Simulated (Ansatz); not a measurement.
**TiO2, before and after**

A trial structure of TiO2 was built thus: sheets of the TiO2 type stacked, one a cell (R-3m, No. 166) (elements of the layers in order: TiO2 (TiO2 type)). A sheet's type names the database crystal that the layer was cut from.

start.cif

```cif
data_structure
_symmetry_space_group_name_H-M 'P 1'
_symmetry_Int_Tables_number 1
_cell_length_a 5.1642
_cell_length_b 5.1642
_cell_length_c 5.1642
_cell_angle_alpha 33.924
_cell_angle_beta 33.924
_cell_angle_gamma 33.924
_cell_volume 38.23
loop_
_atom_site_label
_atom_site_type_symbol
_atom_site_fract_x
_atom_site_fract_y
_atom_site_fract_z
_atom_site_occupancy
Ti1 Ti 0.00000 0.00000 0.00000 1
O1 O 0.58946 0.58946 0.58946 1
O2 O 0.41054 0.41054 0.41054 1
```

Computed with Ansatz, DFT PBE+D3(BJ), scalar-relativistic, plane waves, PAW. Cutoff 420 eV, Gaussian smearing, Γ-centred meshes. Cell and atoms relax first on a coarse mesh and then on a converged one. In between, the cell is made exact in the group found at 0.06 Å. The steps can't lower the symmetry of their start. Collinear spin, starting moments Ti 1.0 μB; they died out on the coarse mesh, so the last step has no spin.

end.cif

```cif
data_structure
_symmetry_space_group_name_H-M 'P 1'
_symmetry_Int_Tables_number 1
_cell_length_a 5.1554
_cell_length_b 5.1554
_cell_length_c 5.1554
_cell_angle_alpha 33.514
_cell_angle_beta 33.514
_cell_angle_gamma 33.514
_cell_volume 37.20
loop_
_atom_site_label
_atom_site_type_symbol
_atom_site_fract_x
_atom_site_fract_y
_atom_site_fract_z
_atom_site_occupancy
Ti1 Ti 0.00000 0.00000 0.00000 1
O1 O 0.60033 0.60033 0.60033 1
O2 O 0.39967 0.39967 0.39967 1
```

The symmetry stays R-3m (No. 166). The volume per atom shrinks by 2.7 %, from 12.7 to 12.4 Å³. The shortest distance goes from 2.07 Å (Ti–O) to 1.97 Å (Ti–O). The energy falls by about 0.19 eV/atom (the start's value is from the coarse mesh).

* Volume per atom: 12.4 Å³
* Density: 3.6 g/cm³
* Energy over the elements: −2.884 eV/atom
* Gap on the 12×12×12 mesh of the 3-atom cell: 2.46 eV

The zero of energy is the elements' standard structures at the same level (O₂ as a molecule); no fitted shifts are applied. It lies below the elements, which doesn't yet make it stable against other compounds or structures.

The last run used Gaussian smearing of 0.02 eV. Kohn–Sham gaps at this level usually fall short of measured ones. A later test with randomly moved atoms led to a structure 26 meV/atom lower, so this end is a saddle point or a shallow minimum. In all, the 3 runs took 40 s on 1 thread of Arm Neoverse V2 (shared host).
